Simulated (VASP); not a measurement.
**KBr in VASP 6.6.1, single-point calculation**

INCAR

```
NBANDS = 15
NELM = 68
SIGMA = 0.1
LASPH = .TRUE.
LREAL = .FALSE.
ENCUT = 520
IBRION = -1
GGA = PE
PREC = Accurate
NELECT = 15.5
NSW = 0
LCHARG = .FALSE.
LWAVE = .FALSE.
ISMEAR = -5
ISIF = 2
EDIFF = 1E-7
```

KPOINTS

```
KPOINTS created by Atomic Simulation Environment
0
Gamma
6 6 6
0 0 0
```

POSCAR

```
K  Br
 1.0000000000000000
     0.0000000000000000    3.3024387009828682    3.3024387009828682
     3.3024387009828682    0.0000000000000000    3.3024387009828682
     3.3024387009828682    3.3024387009828682   -0.0000000000000000
 K   Br
   1   1
Cartesian
 -0.0000000000000000  0.0000000000000000 -0.0000000000000000
  3.3024387009828682  3.3024387009828682  3.3024387009828682
```

The recommended PBE PAW datasets give the neutral cell 16 valence electrons.

Command

```
mpirun -np 1 vasp_std
```

OSZICAR

```
N       E                     dE             d eps       ncg     rms          rms(c)
DAV:   1     0.100946159446E+03    0.10095E+03   -0.64015E+03   480   0.870E+02
DAV:   2     0.134120841505E+01   -0.99605E+02   -0.92015E+02   628   0.226E+02
DAV:   3    -0.480873716241E+01   -0.61499E+01   -0.60607E+01   669   0.497E+01
DAV:   4    -0.499452509289E+01   -0.18579E+00   -0.18571E+00   700   0.798E+00
DAV:   5    -0.499603944757E+01   -0.15144E-02   -0.15144E-02   683   0.806E-01    0.255E+00
DAV:   6    -0.515363426084E+01   -0.15759E+00   -0.35721E-02   614   0.122E+00    0.155E+00
DAV:   7    -0.515883261922E+01   -0.51984E-02   -0.47781E-02   648   0.131E+00    0.231E-01
DAV:   8    -0.515940489332E+01   -0.57227E-03   -0.20421E-03   567   0.297E-01    0.170E-01
DAV:   9    -0.516006647253E+01   -0.66158E-03   -0.38088E-03   508   0.321E-01    0.104E-01
DAV:  10    -0.515989245082E+01    0.17402E-03   -0.21716E-04   627   0.844E-02    0.703E-02
DAV:  11    -0.515982542499E+01    0.67026E-04   -0.24321E-04   564   0.686E-02    0.131E-02
DAV:  12    -0.515983062413E+01   -0.51991E-05   -0.16224E-05   564   0.231E-02    0.403E-03
DAV:  13    -0.515983230652E+01   -0.16824E-05   -0.67952E-06   579   0.124E-02    0.591E-03
DAV:  14    -0.515983231743E+01   -0.10908E-07   -0.63230E-07   644   0.478E-03
   1 F= -.51598323E+01 E0= -.51598323E+01  d E =0.000000E+00
```

Standard output (part)

```
POSCAR found type information on POSCAR K Br
 POSCAR found :  2 types and       2 ions
 LDA part: xc-table for (Slater+PW92), standard interpolation
 POSCAR, INCAR and KPOINTS ok, starting setup
 WAVECAR not read
 entering main loop
 the old and the new charge density differ
    0.255E+00
|     Tetrahedron method does not include variations of the Fermi             |
|     occupations, so forces and stress will be inaccurate. We suggest        |
|     using a different smearing scheme ISMEAR = 1 or 2 for metals in         |
|     relaxations.                                                            |
```

From OUTCAR

```
k-points           NKPTS =     16   k-points in BZ     NKDIM =     16   number of bands    NBANDS=     15

   NELECT =      15.5000    total number of electrons

   dimension x,y,z NGX =    36 NGY =   36 NGZ =   36
   dimension x,y,z NGXF=    72 NGYF=   72 NGZF=   72

  energy-cutoff  :      520.00
  volume of cell :       72.03
      direct lattice vectors                 reciprocal lattice vectors
     0.000000000  3.302438701  3.302438701    -0.151403264  0.151403264  0.151403264
     3.302438701  0.000000000  3.302438701     0.151403264 -0.151403264  0.151403264
     3.302438701  3.302438701  0.000000000     0.151403264  0.151403264 -0.151403264

 k-points in reciprocal lattice and weights: KPOINTS created by Atomic Simulation Env
   0.00000000  0.00000000  0.00000000       0.005
   0.16666667  0.00000000  0.00000000       0.037
   0.33333333  0.00000000  0.00000000       0.037
   0.50000000  0.00000000  0.00000000       0.019
   0.16666667  0.16666667  0.00000000       0.028
   0.33333333  0.16666667  0.00000000       0.111
   0.50000000  0.16666667  0.00000000       0.111
  -0.33333333  0.16666667  0.00000000       0.111
   ...

 E-fermi :  -2.4344

 k-point     1 :       0.0000    0.0000    0.0000
  band No.  band energies     occupation
      1     -29.1329      2.00000
      2     -14.7082      2.00000
      3     -12.6224      2.00000
      4     -12.6224      2.00000
      5     -12.6224      2.00000
      6      -2.2605      0.71509
      7      -2.2605      0.00000
      8      -2.2605      0.00000
      9       2.9593      0.00000
     10       6.1321      0.00000
     11       6.1321      0.00000
     12       6.1321      0.00000
     13       6.8894      0.00000
     14       6.8894      0.00000
     15      10.3074      0.00000

 k-point     2 :       0.1667    0.0000    0.0000
  band No.  band energies     occupation
      1     -29.1314      2.00000
      2     -14.7239      2.00000
      3     -12.6235      2.00000
      4     -12.6235      2.00000
      5     -12.5932      2.00000
      6      -2.5571      1.98323
      7      -2.3358     -0.21943
      8      -2.3358     -0.20980
      9       3.5682      0.00000
     10       5.9930      0.00000
     11       6.4543      0.00000
     12       6.4543      0.00000
     13       7.2356      0.00000
     14       7.2356      0.00000
     15      11.1660      0.00000

 k-point     3 :       0.3333    0.0000    0.0000
  band No.  band energies     occupation
      1     -29.1285      2.00000
      2     -14.7543      2.00000
      3     -12.6258      2.00000
      4     -12.6258      2.00000
      5     -12.5354      2.00000
      6      -3.0463      2.00000
      7      -2.4789      1.97093
      8      -2.4789      1.92057
      9       4.6929      0.00000
     10       6.1754      0.00000
     11       7.3194      0.00000
     12       7.3194      0.00000
     13       8.1238      0.00000
     14       8.1238      0.00000
     15      10.0506      0.00000

 ...

  Total       -1.6062386     -1.6062386     -1.6062386      0.0000000      0.0000000      0.0000000
  in kB      -35.7261612    -35.7261612    -35.7261612      0.0000000      0.0000000      0.0000000
  external PRESSURE =     -35.7261612 kB  Pullay stress =       0.0000000 kB

 POSITION                                       TOTAL-FORCE (eV/Angst)
 -----------------------------------------------------------------------------------
      0.00000      0.00000      0.00000        -0.000000      0.000000      0.000000
      3.30244      3.30244      3.30244         0.000000     -0.000000     -0.000000
 -----------------------------------------------------------------------------------
    total drift:                                0.000000      0.000000      0.000000

  FREE ENERGIE OF THE ION-ELECTRON SYSTEM (eV)
  ---------------------------------------------------
  free  energy   TOTEN  =        -5.1598323174 eV

  energy  without entropy=       -5.1598323174  energy(sigma->0) =       -5.15983232
```

It converged. Results: pressure -3.6 GPa.

The cell is charged and sits in a uniform background.

For comparison, a separate PBE run of the intended cell, on usual settings and not on those above, gives a gap of 4.43 eV on its mesh and a pressure of 0.7 GPa.

The run above took about 19 s on one core of a shared host (Intel Xeon Platinum 8488C) and held 0.21 GiB at most.
